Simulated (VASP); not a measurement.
Input of a VASP 6.6.1 run:

INCAR

```
SYSTEM = Pb
ALGO = Fast
DIPOL = 0.5 0.5 0.294
EDIFF = 1E-7
ENCUT = 520
GGA = PE
IDIPOL = 3
ISIF = 2
ISMEAR = 0
LASPH = .TRUE.
LCHARG = .FALSE.
LDIPOL = .TRUE.
LREAL = .FALSE.
LWAVE = .FALSE.
NBANDS = 13
NELM = 100
PREC = Accurate
SIGMA = 0.1
```

The input KPOINTS:

```
k-points
0
G
  18 18 1
  0 0 0
```

File POSCAR:

```
Pb
1.0
    3.2981079497     -0.0000002294      0.0000000000
   -1.6490537762      2.8562453835      0.0000000000
    0.0000000000      0.0000000000     23.8000000000
Pb
1
Direct
    0.0000000000      0.0000000000      0.2941176471
```

Potentials or basis: VASP PAW PBE potentials, release 64 (Pb_d).

The run is started by

```console
$ cat potpaw_PBE.64/Pb_d/POTCAR > POTCAR
$ mpirun -np 1 vasp_std > vasp.out
```

Estimate the band gap on the k mesh.

none (metal or under the smearing width).

The run has no spin-orbit coupling, so splittings on Pb are missing.
